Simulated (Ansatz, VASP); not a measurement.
# C in VASP and in Ansatz

File INCAR:

```
ALGO = Normal ; EDIFF = 1E-6
ENCUT = 520 ; GGA = PE
ISIF = 2 ; ISMEAR = 0
LASPH = True ; LCHARG = True
LELF = True ; LREAL = False
LVHAR = True ; LWAVE = False
NELM = 60 ; PREC = Accurate
SIGMA = 0.011
```

KPOINTS

```
k-points
0
Gamma
  12 12 4
```

Contents of POSCAR:

```
C
1.0
    2.5221000000      0.0000000000      0.0000000000
   -1.2610500000      2.1842026709      0.0000000000
    0.0000000000      0.0000000000      8.2371000000
C
8
Direct
    0.6666666667      0.3333333333      0.8437500000
    0.3333333333      0.6666666667      0.3437500000
    0.6666666667      0.3333333333      0.6562500000
    0.3333333333      0.6666666667      0.1562500000
    0.0000000000      0.0000000000      0.9062500000
    0.0000000000      0.0000000000      0.4062500000
    0.0000000000      0.0000000000      0.5937500000
    0.0000000000      0.0000000000      0.0937500000
```

Contents of input.yaml:

```yaml
crystal:
  lattice:
    - [2.5221, 0.0, 0.0]
    - [-1.26105, 2.1842026709, 0.0]
    - [0.0, 0.0, 8.2371]
  atoms:
    - { symbol: C, position: [0.6666666667, 0.3333333333, 0.84375] }
    - { symbol: C, position: [0.3333333333, 0.6666666667, 0.34375] }
    - { symbol: C, position: [0.6666666667, 0.3333333333, 0.65625] }
    - { symbol: C, position: [0.3333333333, 0.6666666667, 0.15625] }
    - { symbol: C, position: [0.0, 0.0, 0.90625] }
    - { symbol: C, position: [0.0, 0.0, 0.40625] }
    - { symbol: C, position: [0.0, 0.0, 0.59375] }
    - { symbol: C, position: [0.0, 0.0, 0.09375] }
hamiltonian:
  xc: pbe
  pseudopotentials: { kind: paw }
kpoints:
  mp_grid: { grid: [12, 12, 4] }
scf:
  occupations: { method: gaussian, width: 0.011 }
output:
  forces: true
  stress: true
  eigenvalues: true
```

This is a hexagonal form of diamond, not graphite.

Alike in both runs: task single point; functional PBE; k mesh 12 × 12 × 4; occupations gaussian, width 0.011 eV; no spin polarisation.

|  | VASP | Ansatz |
| --- | --- | --- |
| version | VASP 6.6.1 | Ansatz 0.2.0 |
| potentials or method | VASP PAW PBE potentials, release 64 (C) | Ansatz PAW |
| plane-wave cutoff (eV) | 520 | 420 |
| valence electrons in the cell | 32 | 32 |

```tsv
	VASP	Ansatz	Ansatz less VASP
gap on the k mesh at the Fermi level (eV)	4.41	4.42	+0.009
least direct gap on the mesh (eV)	5.18	5.19	+0.007
pressure (GPa)	2.9	2.3	-0.67
largest component of the traceless stress (GPa)	8.20	8.20	-0.006
rms of the force components (eV/Å)	0.187	0.187	-0.0002
```

Atom by atom the forces differ by 0.001 eV/Å (rms over components).

Caveats: the pressure holds a Pulay correction of +1.0 GPa for the finite cutoff (Ansatz). A k mesh can miss the band edges.
